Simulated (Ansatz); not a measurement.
# PbSe (Clausthalite): how the settings move a single-point run

Question: which choices in the input matter for PbSe (Clausthalite)?

Program: Ansatz 0.2.0. Level of theory: reference: DFT, PBEsol, plane waves, PAW. These are calculated values, not measurements.

2 further runs of the same task are left out: 2 that didn't finish.

### Step 1. The structure to begin with

It takes space group Fm-3m (No. 225, cubic). The conventional cell has a = 6.139 Å, b = 6.139 Å, c = 6.139 Å, α = 90.00°, β = 90.00°, γ = 90.00°. Pb (site symmetry m-3m) is surrounded by 6 Se at 3.07 Å. Around Se (site symmetry m-3m) lie 6 Pb at 3.07 Å.

Coordinates:

```
CELL_PARAMETERS angstrom
0.00000 3.06969 3.06969
3.06969 0.00000 3.06969
3.06969 3.06969 0.00000
ATOMIC_POSITIONS crystal
Pb 0.00000 0.00000 0.00000
Se 0.50000 0.50000 0.50000
```

### Step 2. Baseline

input.yaml

```yaml
crystal:
  lattice:
    - [0.0, 3.0696893648, 3.0696893648]
    - [3.0696893648, 0.0, 3.0696893648]
    - [3.0696893648, 3.0696893648, 0.0]
  atoms:
    - { symbol: Pb, position: [0.0, 0.0, 0.0] }
    - { symbol: Se, position: [0.5, 0.5, 0.5] }
kpoints:
  mp_grid: { grid: [6, 6, 6] }
hamiltonian:
  xc: pbesol
scf:
  occupations: { method: fixed }
  n_extra_bands: 4
output:
  forces: true
  stress: true
  eigenvalues: true
  write_density: true
  write_potential: true
  elf: true
  volumetric_format: npy
```

Launch:

```
$ ansatz run input.yaml --threads 4 --pin off --max-ram 3686MiB --backend cpu --events-out ev --progress --plain --runs-dir out
```

### Step 3. Changed: ecutwfc 750

Changes to input.yaml since step 2:

```diff
@@ -19,5 +19,3 @@
   eigenvalues: true
-  write_density: true
-  write_potential: true
-  elf: true
-  volumetric_format: npy
+basis:
+  ecutwfc: 750
```

What does the calculation give? Wanted: for each run, ending; energy change; pressure; gap; force.

As calculated:

```csv
run,ending,energy change,pressure (GPa),gap (eV),force (eV/Å),cycles,time
reference,converged,0,-1.0,0.23,0.00,6,1.3 s
1: ecutwfc 750,converged,-0.7 meV/atom,-1.0,0.23,0.00,6,1.6 s
```

Times don't compare one to one where runs were asked for different outputs or read a saved state (see the inputs); cycles may leave out searches for a lower state.

Residual by cycle in the longest SCF loop of each run; runs are numbered as in the table. The quantity is the density residual dr2, in eV.

```csv
cycle,reference,run 1
1,0.00707,0.00711
2,0.001,0.00102
3,5.6e-5,5.6e-5
4,4.1e-6,4.3e-6
5,3.4e-7,3.0e-7
6,1.7e-8,1.5e-8
```

Changing the cutoff moves the energy by -0.7 meV/atom. The gap of the reference lacks spin-orbit coupling, though the cell holds Pb.
